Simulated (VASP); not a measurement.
Crystal: La.

```
La
1.0
     0.00000    2.64550    2.64550
     2.64550    0.00000    2.64550
     2.64550    2.64550    0.00000
La
1
Direct
  0.00000 0.00000 0.00000
```

This isn't the form of La at room conditions, which is double hcp.

```yaml
Program: VASP 6.6.1
Task: single point
Functional: PBE
Potentials_or_basis: VASP PAW PBE potentials, release 64 (La)
Cutoff: 520 eV
k_mesh: 9 × 9 × 9
Occupations: fermi-dirac, width 0.05 eV
Spin: no spin polarisation
```

On this cell: pressure 0.0 GPa; band gap on the k mesh none (metal or under the smearing width).

The same run follows on a disturbed copy (cell strained at random at fixed volume):

```xyz
1
Lattice="0.0109 2.6281 2.6395 2.6560 -0.0108 2.6612 2.6466 2.6404 -0.0014" Properties=species:S:1:pos:R:3 pbc="T T T"
La   -0.0003   -0.0089    0.0025
```

What changes?

The energy (extrapolated to zero smearing) moves by +0.2 meV/atom; pressure 0.0 GPa; band gap on the k mesh none (metal or under the smearing width).

Stress tensor (GPa, compression positive):
```
-0.03  0.00 -0.10
 0.00  0.01  0.12
-0.10  0.12 -0.06
```
